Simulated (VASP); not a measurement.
# TiN (Fm-3m) in VASP: notebook

One crystal, TiN, is run at these levels: PBE; tasks: relaxation of cell and atoms.

All numbers are computed with VASP 6.6.1; they aren't measurements. Logs are shortened: lines on timing, memory, paths and dates and some standing lists are left out, and cuts for length are marked.

## Step 1: The structure

It takes space group Fm-3m (No. 225, cubic). Conventional cell: a = 4.238 Å, b = 4.238 Å, c = 4.238 Å, α = 90.00°, β = 90.00°, γ = 90.00°. Around Ti (site symmetry m-3m) lie 6 N at 2.12 Å. N (site symmetry m-3m) has 6 Ti at 2.12 Å as nearest neighbours.

## Step 2: Relaxation of cell and atoms, PBE

INCAR reads:

```
SYSTEM = TiN
ALGO = Normal
EDIFF = 1E-7
EDIFFG = -0.002
ENCUT = 520
GGA = PE
IBRION = 2
ISIF = 3
ISMEAR = 0
LASPH = .TRUE.
LCHARG = .FALSE.
LREAL = .FALSE.
LWAVE = .FALSE.
NELM = 100
NSW = 80
PREC = Accurate
SIGMA = 0.02
```

KPOINTS reads:

```
k-points
0
G
  2 2 2
  0 0 0
```

POSCAR reads:

```
TiN
1.0
    0.0000000000      2.1190000000      2.1190000000
    2.1190000000      0.0000000000      2.1190000000
    2.1190000000      2.1190000000      0.0000000000
Ti N
1 1
Direct
    0.0000000000      0.0000000000      0.0000000000
    0.5000000000      0.5000000000      0.5000000000
```

Potentials or basis: VASP PAW PBE potentials, release 64 (Ti_sv, N).

Started as:

```console
$ cat potpaw_PBE.64/Ti_sv/POTCAR potpaw_PBE.64/N/POTCAR > POTCAR
$ mpirun -np 1 vasp_std > vasp.out
```

OUTCAR:

```text
SYSTEM = TiN
   EDIFF = 1E-7
   EDIFFG = -0.002
   ENCUT = 520
   GGA = PE
   IBRION = 2
   ISIF = 3
   ISMEAR = 0
   LASPH = .TRUE.
   LREAL = .FALSE.
   NELM = 100
   NSW = 80
   PREC = Accurate

 ion  position               nearest neighbor table
   1  0.000  0.000  0.000-   2 2.12   2 2.12   2 2.12   2 2.12   2 2.12   2 2.12
   2  0.500  0.500  0.500-   1 2.12   1 2.12   1 2.12   1 2.12   1 2.12   1 2.12

  LATTYP: Found a face centered cubic cell.
 ALAT       =     4.2380000000

  Lattice vectors:

 A1 = (   0.0000000000,   2.1190000000,   2.1190000000)
 A2 = (   2.1190000000,   0.0000000000,   2.1190000000)
 A3 = (   2.1190000000,   2.1190000000,   0.0000000000)

Analysis of symmetry for initial positions (statically):
=====================================================================
 Subroutine PRICEL returns:
 Original cell was already a primitive cell.

 Routine SETGRP: Setting up the symmetry group for a
 face centered cubic supercell.

 Subroutine GETGRP returns: Found 48 space group operations
 (whereof 48 operations were pure point group operations)
 out of a pool of 48 trial point group operations.

The static configuration has the point symmetry O_h .

Analysis of symmetry for dynamics (positions and initial velocities):
=====================================================================
 Subroutine PRICEL returns:
 Original cell was already a primitive cell.

 Routine SETGRP: Setting up the symmetry group for a
 face centered cubic supercell.

 Subroutine GETGRP returns: Found 48 space group operations
 (whereof 48 operations were pure point group operations)
 out of a pool of 48 trial point group operations.

The dynamic configuration has the point symmetry O_h .

 Subroutine INISYM returns: Found 48 space group operations
 (whereof 48 operations are pure point group operations),
 and found     1 'primitive' translations

----------------------------------------------------------------------------------------

                                     Primitive cell

  volume of cell :      19.0293

  direct lattice vectors                    reciprocal lattice vectors
     0.000000000  2.119000000  2.119000000    -0.235960359  0.235960359  0.235960359
     2.119000000  0.000000000  2.119000000     0.235960359 -0.235960359  0.235960359
     2.119000000  2.119000000  0.000000000     0.235960359  0.235960359 -0.235960359

  length of vectors
     2.996718539  2.996718539  2.996718539     0.408695330  0.408695330  0.408695330

  position of ions in fractional coordinates (direct lattice)
     0.000000000  0.000000000  0.000000000
     0.500000000  0.500000000  0.500000000

  ion indices of the primitive-cell ions
   primitive index   ion index
                 1           1
                 2           2

----------------------------------------------------------------------------------------

 KPOINTS: k-points

Automatic generation of k-mesh.
 Grid dimensions read from file:
 generate k-points for:    2    2    2

 Generating k-lattice:

  Cartesian coordinates                     Fractional coordinates (reciprocal lattice)
    -0.117980179  0.117980179  0.117980179     0.500000000  0.000000000  0.000000000
     0.117980179 -0.117980179  0.117980179     0.000000000  0.500000000  0.000000000
     0.117980179  0.117980179 -0.117980179     0.000000000  0.000000000  0.500000000

  Length of vectors
     0.204347665  0.204347665  0.204347665

  Shift w.r.t. Gamma in fractional coordinates (k-lattice)
     0.000000000  0.000000000  0.000000000

 Subroutine IBZKPT returns following result:
 ===========================================

 Found      3 irreducible k-points:

 Following reciprocal coordinates:
            Coordinates               Weight
  0.000000  0.000000  0.000000      1.000000
  0.500000  0.000000  0.000000      4.000000
  0.500000  0.500000  0.000000      3.000000
   k-points           NKPTS =      3   k-points in BZ     NKDIM =      3   number of bands    NBANDS=     12
   number of dos      NEDOS =    301   number of ions     NIONS =      2
   total plane-waves  NPLWV =  13824
   dimension x,y,z NGX =    24 NGY =   24 NGZ =   24
   dimension x,y,z NGXF=    48 NGYF=   48 NGZF=   48
   ions per type =               1   1
   NGX,Y,Z   is equivalent  to a cutoff of  13.31, 13.31, 13.31 a.u.
   NGXF,Y,Z  is equivalent  to a cutoff of  26.63, 26.63, 26.63 a.u.
 SYSTEM =  TiN
   PREC   = accura    normal or accurate (medium, high low for compatibility)
   ISTART =      0    job   : 0-new  1-cont  2-samecut
   ICHARG =      2    charge: 1-file 2-atom 10-const
   ISPIN  =      1    spin polarized calculation?
   LNONCOLLINEAR =      F non collinear calculations
   LSORBIT =      F    spin-orbit coupling
   LASPH  =      T    aspherical Exc in radial PAW
   ENCUT  =  520.0 eV  38.22 Ry    6.18 a.u.   5.57  5.57  5.57*2*pi/ulx,y,z
   NELM   =    100;   NELMIN=  2; NELMDL= -5     # of ELM steps
   EDIFF  = 0.1E-06   stopping-criterion for ELM
   LREAL  =      F    real-space projection
   EDIFFG = -.2E-02   stopping-criterion for IOM
   NSW    =     80    number of steps for IOM
   IBRION =      2    ionic relax: 0-MD 1-quasi-New 2-CG
   NFREE  =      1    steps in history (QN), initial steepest desc. (CG)
   ISIF   =      3    stress and relaxation
   ISYM   =      2    0-nonsym 1-usesym 2-fastsym
   POTIM  = 0.5000    time-step for ionic-motion
   TEBEG  =    0.0;   TEEND  =   0.0 temperature during run
   PSTRESS=    0.0 pullay stress
   NELECT =      17.0000    total number of electrons
   NUPDOWN=      -1.0000    fix difference up-down
   EMIN   =  10.00;   EMAX   =-10.00  energy-range for DOS
   EFERMI =   0.00;   METHOD = LEGACY
   ISMEAR =     0;   SIGMA  =   0.02  broadening in eV -4-tet -1-fermi 0-gaus
   EFERMI_NEDOS =   21; number of points for ismear=-14 and -15
   IALGO  =     38    algorithm
   IMIX   =      4    mixing-type and parameters
     AMIX     =   0.40;   BMIX     =  1.00
     AMIX_MAG =   1.60;   BMIX_MAG =  1.00
  volume/ion in A,a.u.               =       9.51        64.21
  Fermi-wavevector in a.u.,A,eV,Ry     =   1.576704  2.979539 33.824024  2.485996
  Thomas-Fermi vector in A             =   2.677497
   LORBIT       =      0    0 simple, 1 ext, 2 COOP (PROOUT), +10 PAW based schemes
   GGA     = PE    functional components
   LHFCALC =     F    Hartree Fock is set to
   AEXX    =    0.0000 exact exchange contribution
   IVDW    =     0    specifies the selected vdW correction
   LEPSILON=     F    determine dielectric tensor
   LRPA    =     F    only Hartree local field effects (RPA)
 conjugate gradient relaxation of ions
 non-spin polarized calculation
 Gauss-broadening in eV      SIGMA  =   0.02
  energy-cutoff  :      520.00
  volume of cell :       19.03
 maximum number of plane-waves:       531
 NGX is ok and might be reduce to    24
   NGX = 11   NGY = 11   NGZ = 11

--------------------------------------- Ionic step        1  -------------------------------------------

 number of electron      17.0000001 magnetization

 Free energy of the ion-electron system (eV)
  ---------------------------------------------------
  ext. energy  EPLUGINS =         0.00000000
  ---------------------------------------------------
  free energy    TOTEN  =       -19.01244764 eV

  energy without entropy =      -19.00859108  energy(sigma->0) =      -19.01051936

------------------------ aborting loop because EDIFF is reached ----------------------------------------

  FORCE on cell =-STRESS in cart. coord.  units (eV):
  Direction    XX          YY          ZZ          XY          YZ          ZX
  --------------------------------------------------------------------------------------
  -------------------------------------------------------------------------------------
  Total        0.9031665      0.9031665      0.9031665      0.0000000     -0.0000000      0.0000000
  in kB       76.0423471     76.0423471     76.0423471      0.0000000     -0.0000000      0.0000000
  external PRESSURE =      76.0423471 kB  Pullay stress =       0.0000000 kB
[... 21 lines left out ...]
  energy  without entropy=      -19.0085910811  energy(sigma->0) =      -19.01051936

--------------------------------------- Ionic step        2  -------------------------------------------

 number of electron      16.9999999 magnetization

 E-fermi :   9.5977     XC(G=0): -12.6715

 val. band max:        9.3200698715   @ k =   0.0000   0.0000   0.0000
 cond. band min:       9.6037489672   @ k =   0.0000   0.0000   0.0000
 fundamental gap:      0.2836790957
 Fermi energy:         9.5976577114

 k-point     1 :       0.0000    0.0000    0.0000
  band No.  band energies     occupation
      1     -48.0829      2.00000
      2     -24.0644      2.00000
      3     -24.0644      2.00000
      4     -24.0644      2.00000
      5      -5.6021      2.00000
      6       9.3201      2.00000
      7       9.3201      2.00000
      8       9.3201      2.00000
      9       9.6037      0.66667
     10       9.6037      0.66666
     11       9.6037      0.66666
     12      10.6354      0.00000
[... 93 lines left out ...]
  FREE ENERGIE OF THE ION-ELECTRON SYSTEM (eV)
  ---------------------------------------------------
  free  energy   TOTEN  =       -19.0239021722 eV

  energy  without entropy=      -19.0200456142  energy(sigma->0) =      -19.02197389

[... ionic steps 4 to 14 ...]

--------------------------------------- Ionic step       15  -------------------------------------------

 number of electron      17.0000003 magnetization

------------------------ aborting loop because EDIFF is reached ----------------------------------------

  FORCE on cell =-STRESS in cart. coord.  units (eV):
  Direction    XX          YY          ZZ          XY          YZ          ZX
  --------------------------------------------------------------------------------------
  -------------------------------------------------------------------------------------
  Total        0.0080281      0.0080281      0.0080281      0.0000000      0.0000000      0.0000000
  in kB        0.6589632      0.6589632      0.6589632      0.0000000      0.0000000      0.0000000
  external PRESSURE =       0.6589632 kB  Pullay stress =       0.0000000 kB
[... 57 lines left out ...]
  energy  without entropy=      -19.0200471617  energy(sigma->0) =      -19.02197544

--------------------------------------- Ionic step       17  -------------------------------------------

 number of electron      17.0000003 magnetization

 Free energy of the ion-electron system (eV)
  ---------------------------------------------------
  ext. energy  EPLUGINS =         0.00000000
  ---------------------------------------------------
  free energy    TOTEN  =       -19.02390314 eV

  energy without entropy =      -19.02004659  energy(sigma->0) =      -19.02197486

 E-fermi :  10.0750     XC(G=0): -12.8838

 val. band max:        9.8036534169   @ k =   0.0000   0.0000   0.0000
 cond. band min:      10.0810694944   @ k =   0.0000   0.0000   0.0000
 fundamental gap:      0.2774160775
 Fermi energy:        10.0749782071

 k-point     1 :       0.0000    0.0000    0.0000
  band No.  band energies     occupation
      1     -47.5263      2.00000
      2     -23.4838      2.00000
      3     -23.4838      2.00000
      4     -23.4838      2.00000
      5      -5.3197      2.00000
      6       9.8037      2.00000
      7       9.8037      2.00000
      8       9.8037      2.00000
      9      10.0811      0.66667
     10      10.0811      0.66666
     11      10.0811      0.66666
     12      11.1774      0.00000
[... 57 lines left out ...]
  FREE ENERGIE OF THE ION-ELECTRON SYSTEM (eV)
  ---------------------------------------------------
  free  energy   TOTEN  =       -19.0239031433 eV

  energy  without entropy=      -19.0200465853  energy(sigma->0) =      -19.02197486

 reached required accuracy - stopping structural energy minimisation
```

It took 27 s on 1 thread of Intel Xeon Platinum 8488C (Sapphire Rapids), shared host; peak memory 0.14 GiB.

Results:

```yaml
Free_energy: -19.0239 eV
Relaxed_volume: 9.76 Å³/atom
Relaxed_cell: a = 3.023 Å, b = 3.023 Å, c = 3.023 Å, α = 60.00°, β = 60.00°, γ = 60.00°
Space_group_after_relaxing_to_0.05_Å: Fm-3m (No. 225)
Energy_gained_by_relaxing: 5.7 meV/atom
Ionic_steps: 17
Pressure_after_relaxing: 0.0 GPa
Band_gap_on_the_k_mesh: none (metal or under the smearing width)
```

Step by step:
```tsv
step	energy change (eV)	largest force (eV/Å)	pressure (GPa)	volume (Å³)
1	0.0000	0.0000	7.60	19.03
2	0.0141	0.0000	-10.14	20.30
3	-0.0115	0.0000	-0.10	19.53
4	-0.0115	0.0000	0.08	19.52
5	-0.0115	0.0000	0.09	19.52
6	-0.0115	0.0000	0.09	19.52
7	-0.0115	0.0000	0.08	19.52
8	-0.0115	0.0000	0.08	19.52
9	-0.0115	0.0000	0.08	19.52
10	-0.0115	0.0000	0.08	19.52
11	-0.0115	0.0000	0.08	19.52
12	-0.0115	0.0000	0.08	19.52
13	-0.0115	0.0000	0.08	19.52
14	-0.0115	0.0000	0.08	19.52
15	-0.0115	0.0000	0.07	19.52
16	-0.0115	0.0000	0.04	19.52
17	-0.0115	0.0000	-0.02	19.52
```

Final structure:
```
CELL_PARAMETERS angstrom
0.00000 2.13723 2.13723
2.13723 0.00000 2.13723
2.13723 2.13723 0.00000
ATOMIC_POSITIONS crystal
Ti 0.00000 0.00000 0.00000
N 0.50000 0.50000 0.50000
```

Caveat: the k mesh is coarse (spacing up to 1.28 Å⁻¹), so the values aren't converged. PBE usually gives volumes a little too large and moduli too small.

## Step 3: Relaxation of cell and atoms, PBE

This run uses another cell than the first one, of 9.76 Å³/atom, 1.026 times its volume.

INCAR is that of step 2.

KPOINTS is that of step 2.

POSCAR reads:

```
TiN                                     
1.0
   -0.0000000000      2.1372307970      2.1372307970
    2.1372307970      0.0000000000      2.1372307970
    2.1372307970      2.1372307970     -0.0000000000
  Ti              N             
     1     1
Direct
     0.0000000000000000    1.0000000000000000    0.0000000000000000
     0.5000000000000000    0.5000000000000000    0.5000000000000000
```

Potentials or basis: VASP PAW PBE potentials, release 64 (Ti_sv, N).

Started as:

```console
$ cat potpaw_PBE.64/Ti_sv/POTCAR potpaw_PBE.64/N/POTCAR > POTCAR
$ mpirun -np 1 vasp_std > vasp.out
```

Wall time 8.7 s (1 thread of Intel Xeon Platinum 8488C (Sapphire Rapids), shared host); peak memory 0.14 GiB.

The run converged. Its results:

* Free energy: -19.0246 eV
* Energy gained by relaxing: 0.0 meV/atom
* Ionic steps: 3
* Pressure after relaxing: 0.0 GPa
* Band gap on the k mesh: none (metal or under the smearing width)

Final structure:
```xyz
2
Lattice="0.0000 2.1372 2.1372 2.1372 0.0000 2.1372 2.1372 2.1372 0.0000" Properties=species:S:1:pos:R:3 pbc="T T T"
Ti    0.0000    0.0000    0.0000
N     2.1372    2.1372    2.1372
```

Levels at points of the mesh, in eV from the Fermi level:
| k point | band 5 | band 6 | band 7 | band 8 | band 9 | band 10 | band 11 | band 12 |
| --- | --- | --- | --- | --- | --- | --- | --- | --- |
| (0.00, 0.00, 0.00) | -15.40 | -0.27 | -0.27 | -0.27 | 0.01 | 0.01 | 0.01 | 1.10 |
| (0.50, 0.00, 0.00) | -12.95 | -6.64 | -4.07 | -4.07 | 2.11 | 2.11 | 3.02 | 6.47 |
| (0.50, 0.50, 0.00) | -13.92 | -4.36 | -2.23 | -1.57 | -1.57 | 2.07 | 2.72 | 2.72 |

Caveat: the k mesh is coarse (spacing up to 1.27 Å⁻¹), so the values aren't converged.
